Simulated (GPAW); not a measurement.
# Ir (P6_3/mmc) in GPAW: notebook

One crystal, Ir, is run at these levels: PBEsol; tasks: single point.

Program: GPAW 26.7.0. These are calculated values, not measurements. Logs are shortened: lines on timing, memory, paths and dates and some standing lists are left out, and cuts for length are marked. The log counts tension as positive stress, the text compression.

**1. The crystal as given**

It takes space group P6_3/mmc (No. 194, hexagonal). The conventional cell has a = 2.751 Å, b = 2.751 Å, c = 4.284 Å, α = 90.00°, β = 90.00°, γ = 120.00°. Ir (site symmetry -6m2) is surrounded by 12 Ir at 2.67 to 2.75 Å.

This isn't the form of Ir at room conditions, which is fcc.

**2. Single point, PBEsol, 14.04 Å³/atom**

Input file run.py:

```python
from ase import Atoms
from ase.dft.bandgap import bandgap
from ase.io import write
from ase.units import GPa
from gpaw import GPAW, PW, setup_paths

setup_paths.insert(0, '.')

atoms = Atoms(['Ir', 'Ir'],
              cell=[[2.7513778946, 0.0, 0.0],
                    [-1.3756889473, 2.3827631521, 0.0],
                    [0.0, 0.0, 4.2837984]],
              scaled_positions=[[0.3333333333, 0.6666666667, 0.25],
                                [0.6666666667, 0.3333333333, 0.75]],
              pbc=True)

calc = GPAW(mode=PW(600),
            xc='PBEsol',
            kpts={'size': (9, 9, 5), 'gamma': True},
            occupations={'name': 'fermi-dirac', 'width': 0.05},
            nbands=28,
            convergence={'density': 1e-05, 'energy': 1e-05},
            maxiter=150,
            txt='gpaw.txt')
atoms.calc = calc
energy = atoms.get_potential_energy()
forces = atoms.get_forces()
stress = atoms.get_stress()
calc.write('gs.gpw')
write('result.traj', atoms)
print(f'Energy: {energy:.6f} eV')
print('Forces (eV/A):')
print(forces.round(4))
print('Stress (GPa):', (stress / GPa).round(3))
print('Fermi level:', round(calc.get_fermi_level(), 4), 'eV')
print(f'Gap: {bandgap(calc)[0]:.4f} eV, direct: {bandgap(calc, direct=True)[0]:.4f} eV')
```

Potentials or basis: PAW data sets generated in the run's folder for this functional, pw.

On the command line:

```
> gpaw-setup -f PBEsol Ir
> OMP_NUM_THREADS=1 python run.py
```

gpaw.txt:

```text
__  _  _
 | _ |_)|_||  |
 |__||  | ||/\| - 26.7.0

Input parameters:
  mode=PW(ecut=600.0),
  convergence={'density': 1e-05, 'energy': 1e-05},
  kpts=MonkhorstPack(size=(9, 9, 5), gamma=True),
  maxiter=150,
  nbands=28,
  occupations=Occupations(name='fermi-dirac', width=0.05),
  xc=XC(name='PBEsol')

Diagonalizing LCAO Hamiltonian
Converting LCAO to pw mode

          Ir

        Ir

Atoms  # Å, Bohr magnetons
|   | symbol |         x |        y |        z |    initial magnetic moments |
|---|--------|-----------|----------|----------|-----------------------------|
| 0 |     Ir | -0.000000 | 1.588509 | 1.070950 | ( 0.0000,  0.0000,  0.0000) |
| 1 |     Ir |  1.375689 | 0.794254 | 3.212849 | ( 0.0000,  0.0000,  0.0000) |

Unit cell  # Å
| periodic |         x |        y |        z |  lengths |     angles |
|----------|-----------|----------|----------|----------|------------|
|      yes |  2.751378 | 0.000000 | 0.000000 | 2.751378 |  90.000000 |
|      yes | -1.375689 | 2.382763 | 0.000000 | 2.751378 |  90.000000 |
|      yes |  0.000000 | 0.000000 | 4.283798 | 4.283798 | 120.000000 |

Number of symmetries: 12
Symmetry operations  # r_c * U_cc + t_c -> r_c
|    | kind |            matrix            |
|----|------|------------------------------|
|  0 |  σ   |  1, 1, 0,  0,-1, 0,  0, 0, 1 |
|  1 |  S6  |  1, 1, 0, -1, 0, 0,  0, 0,-1 |
|  2 |  E   |  1, 0, 0,  0, 1, 0,  0, 0, 1 |
|  3 |  C2  |  1, 0, 0, -1,-1, 0,  0, 0,-1 |
|  4 |  C2  |  0, 1, 0,  1, 0, 0,  0, 0,-1 |
|  5 |  C3  |  0, 1, 0, -1,-1, 0,  0, 0, 1 |
|  6 |  S6  |  0,-1, 0,  1, 1, 0,  0, 0,-1 |
|  7 |  σ   |  0,-1, 0, -1, 0, 0,  0, 0, 1 |
|  8 |  σ   | -1, 0, 0,  1, 1, 0,  0, 0, 1 |
|  9 |  i   | -1, 0, 0,  0,-1, 0,  0, 0,-1 |
| 10 |  C3  | -1,-1, 0,  1, 0, 0,  0, 0, 1 |
| 11 |  C2  | -1,-1, 0,  0, 1, 0,  0, 0,-1 |

BZ-sampling:
  Number of BZ points: 405
  Number of IBZ points: 50

  Monkhorst-Pack size: [9, 9, 5]
  Monkhorst-Pack shift: [0, 0, 0]

K-points  # in reciprocal-cell coordinates
|     |                                coordinates |     weight |
|-----|--------------------------------------------|------------|
|   0 | (  0.00000000,   0.00000000,   0.00000000) | 0.00246914 |
|   1 | (  0.00000000,   0.00000000,   0.20000000) | 0.00493827 |
|   2 | (  0.00000000,   0.00000000,   0.40000000) | 0.00493827 |
|   3 | (  0.11111111,   0.00000000,  -0.40000000) | 0.01481481 |
|   4 | (  0.11111111,   0.00000000,  -0.20000000) | 0.01481481 |
|   5 | (  0.11111111,   0.00000000,   0.00000000) | 0.01481481 |
|   6 | (  0.11111111,   0.00000000,   0.20000000) | 0.01481481 |
|   7 | (  0.11111111,   0.00000000,   0.40000000) | 0.01481481 |
|   8 | (  0.22222222,  -0.11111111,   0.00000000) | 0.01481481 |
|   9 | (  0.22222222,  -0.11111111,   0.20000000) | 0.02962963 |
| ... |                                            |            |
|  49 | (  0.44444444,   0.44444444,   0.40000000) | 0.02962963 |

Plane wave coefficients: 957
Cutoff: 600.0 eV

Spin-components: 1 (collinear spins)
Bands:           28
Projectors:      12
Spin-degeneracy: 2
Datatype:        complex128

Parallelization:
  kpt:    1
  domain: 1
  band:   1

Density:
  Valence electrons: 30.0
  Components: 1
  Grid points: [16 16 25]
  Charge: 0.0  # |e|

Potential:
  Grid points: [16 16 25]

species:
  Ir:
    name:    Iridium
    Z:       77.0
    valence: 15
    core:    62
    charge:  0.0  # [|e|]
    compensation charges:
      type: gauss
      rc: 0.40  # [Å]
      lmax: 2
    cutoffs:
      filter: 2.40  # [Å]
      core: 2.36  # [Å]
    projectors
    | kind |    occ | energy [eV] | rcut [Å] |
    |------|--------|-------------|----------|
    |   6s |  2.000 |      -6.350 |    1.296 |
    |   5p |  6.000 |     -54.763 |    1.328 |
    |   6p |  0.000 |      -1.184 |    1.328 |
    |   5d |  7.000 |      -7.197 |    1.286 |
    |    s |        |      20.861 |    1.296 |
    |    d |        |      20.014 |    1.286 |

    Using partial waves for Ir as LCAO basis

Reference energy: -968695.763642  # eV

eigensolver:
  PPCG
  Converge bands: occupied
  niter=2

density mixing:
  MSR1-Mixer
  Pratt-step length: 0.05
  Maximum mixing coefficient: 0.75
  Old densities: 10
  SVD Regularization: 0.005
  Good broyden scale: 1.0
  Trust region scale: 1.0
  Backstep threshold: 4.0
  History deletion threshold: 6.0
  Fourier metric: weight=20.0, sigma=0.015

occupation numbers:
  Fermi-Dirac:
    width: 0.0500  # eV

poisson solver:
  ecut: 4800.0  # eV

xc functional:
  name: PBEsol with 2 nearest neighbor stencil

convergence criteria:
- Maximum integral of absolute [dens]ity change: 1e-05 electrons / valence electron
- Maximum [total energy] change in last 3 cyles: 1e-05 eV / valence electron
- Maximum integral of absolute [eigenst]ate change: 4e-08 eV^2 / valence electron
maximum number of iterations: 150

SCF iterations
|iter     | |      energy | eigst |  dens |
|---------|-|-------------|-------|-------|
|iter:   1| |  -20.607624 | +0.18 |       |
|iter:   2| |  -20.573762 | -2.71 | -1.43 |
|iter:   3| |  -20.455229 | -2.33 | -1.47 |
|iter:   4| |  -20.470476 | -3.38 | -2.11 |
|iter:   5| |  -20.477546 | -3.28 | -2.41 |
|iter:   6| |  -20.477596 | -5.60 | -3.55 |
|iter:   7| |  -20.477601c| -6.19 | -3.90 |
|iter:   8| |  -20.477602c| -7.77c| -4.62 |
|iter:   9| |  -20.477602c| -7.93c| -5.09c|

Converged in 9 steps
Energy contributions relative to reference atoms: (reference = -968695.763642)

Energy contributions:
  Kinetic:           9.480097
  Coulomb:          -8.256365
  Zero:             -0.495835
  External:          0.000000
  Xc:              -21.193346
  Entropy:          -0.024305
  Spinorbit:         0.000000
  ----------------------------
  Free energy:     -20.489754
  Extrapolated:    -20.477602

dipole moment: (0.000001, 0.000001, 0.000002)  # |e|*Ang

Fermi level: 15.075
Eigenvalues  # (at kpt = [0.000, 0.000, 0.000])
| band index |      eig [eV] | occ [0-2] |
|------------|---------------|-----------|
|          0 |       -35.391 |     2.000 |
|        ... |               |           |
|          8 |        11.113 |     2.000 |
|          9 |        11.113 |     2.000 |
|         10 |        11.455 |     2.000 |
|         11 |        11.884 |     2.000 |
|         12 |        11.884 |     2.000 |
|         13 |        12.280 |     2.000 |
[... 8 lines left out ...]
|         22 |        36.136 |     0.000 |
|         23 |        36.136 |     0.000 |
|        ... |               |           |
|         27 |        40.397 |     0.000 |

No gap
No difference between direct/indirect transitions

Forces  # eV/Ang
|        x |        y |        z |
|----------|----------|----------|
| -0.00000 | -0.00000 |  0.00033 |  # Ir   0
|  0.00000 |  0.00000 | -0.00033 |  # Ir   1

Stress tensor  # eV/Ang^3
|        x |        y |         z |
|----------|----------|-----------|
| 0.030381 | 0.000000 |  0.000000 |
| 0.000000 | 0.030381 |  0.000000 |
| 0.000000 | 0.000000 | -0.096656 |

# Writing to gs.gpw (mode='')
```

stdout:

```text
Energy: -20.477602 eV
Forces (eV/A):
[[-0.     -0.      0.0003]
 [ 0.      0.     -0.0003]]
Stress (GPa): [  4.868   4.868 -15.486   0.      0.      0.   ]
Fermi level: 15.0746 eV
Gap: 0.0000 eV, direct: 0.0000 eV
```

Wall time 20 s (1 thread of Arm Neoverse V2, shared host); peak memory 0.16 GiB.

Results:

- Free energy: -20.4898 eV
- Pressure: 1.9 GPa
- Band gap on the k mesh: none (metal or under the smearing width)

Caveat: the density grid can change from cell to cell, which puts small steps into energies and stress.

**3. Single point, PBEsol, 14.33 Å³/atom**

run.py: that of step 2 with these lines changed.

```diff
@@ -11,3 +11,3 @@
                     [-1.3756889473, 2.3827631521, 0.0],
-                    [0.0, 0.0, 4.2837984]],
+                    [0.0, 0.0, 4.3730442]],
               scaled_positions=[[0.3333333333, 0.6666666667, 0.25],
```

Potentials or basis: PAW data sets generated in the run's folder for this functional, pw.

On the command line:

```
> gpaw-setup -f PBEsol Ir
> OMP_NUM_THREADS=1 python run.py
```

Wall time 22 s (1 thread of Arm Neoverse V2, shared host); peak memory 0.16 GiB.

Results (log left out):

* Free energy: -20.5185 eV
* Pressure: -6.5 GPa
* Band gap on the k mesh: none (metal or under the smearing width)

Caveat: the density grid can change from cell to cell, which puts small steps into energies and stress.
